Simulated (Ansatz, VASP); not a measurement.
BaZrO3 in VASP and in Ansatz

INCAR

```
PREC     = Accurate       # precision mode
ENCUT    = 520            # plane-wave cutoff, eV
EDIFF    = 1E-6           # SCF threshold, eV
ISMEAR   = 0              # smearing method
SIGMA    = 0.05           # smearing width, eV
LREAL    = F              # projectors in reciprocal space
LASPH    = T              # aspherical terms in the spheres
NELM     = 80             # most SCF steps
ALGO     = Normal         # electronic algorithm
ISIF     = 2              # what is computed and relaxed
LWAVE    = F              # write WAVECAR
LCHARG   = F              # write CHGCAR
GGA      = PE             # functional
NBANDS   = 28             # bands
```

File KPOINTS:

```
Automatic mesh
0
Gamma
  6 6 6
```

The input POSCAR:

```
BaZrO3
1.0
    4.6921925951      0.0000000000      0.0000000000
    0.0000000000      4.6921925951      0.0000000000
    0.0000000000      0.0000000000      4.2272005361
Ba Zr O
1 1 3
Direct
    0.5000000000      0.5000000000      0.5000000000
    0.0000000000      0.0000000000      0.0000000000
    0.5000000000      0.0000000000      0.0000000000
    0.0000000000      0.5000000000      0.0000000000
    0.0000000000      0.0000000000      0.5000000000
```

Input for Ansatz:

```yaml
crystal:
  lattice:
    - [4.6921925951, 0.0, 0.0]
    - [0.0, 4.6921925951, 0.0]
    - [0.0, 0.0, 4.2272005361]
  atoms:
    - { symbol: Ba, position: [0.5, 0.5, 0.5] }
    - { symbol: Zr, position: [0.0, 0.0, 0.0] }
    - { symbol: O, position: [0.5, 0.0, 0.0] }
    - { symbol: O, position: [0.0, 0.5, 0.0] }
    - { symbol: O, position: [0.0, 0.0, 0.5] }
basis:
  ecutwfc: 520.0
kpoints:
  mp_grid: { grid: [6, 6, 6] }
hamiltonian:
  xc: pbe
scf:
  occupations: { method: gaussian, width: 0.05 }
output:
  forces: true
  stress: true
  eigenvalues: true
  write_density: true
  write_potential: true
  elf: true
  volumetric_format: npy
```

Change from the starting cell: normal strain along x +0.1100, normal strain along y +0.1100.

Alike in both runs: task single point; functional PBE; k mesh 6 × 6 × 6; occupations gaussian, width 0.05 eV; no spin polarisation.

```csv
,VASP,Ansatz
version,VASP 6.6.1,Ansatz 0.2.0
potentials or method,"VASP PAW PBE potentials, release 64 (Ba_sv, Zr_sv, O)","scalar-relativistic, plane waves, PAW"
plane-wave cutoff (eV),520,520
valence electrons in the cell,40,40
```

Ansatz gave:

* gap on the k mesh at the Fermi level (eV): 2.41
* least direct gap on the mesh (eV): 2.71
* pressure (GPa): -18.1
* largest component of the traceless stress (GPa): 6.82

**Question.** Estimate VASP's values.

**Answer.** gap on the k mesh at the Fermi level (eV): 2.39; least direct gap on the mesh (eV): 2.69; pressure (GPa): -17.7; largest component of the traceless stress (GPa): 6.96.

Caveats: so large a pressure means that the cell lies far from this level's equilibrium, or that cutoff or potentials fall short (VASP); spin-orbit coupling is left out, which moves the levels of the heavy elements. A k mesh can miss the band edges.
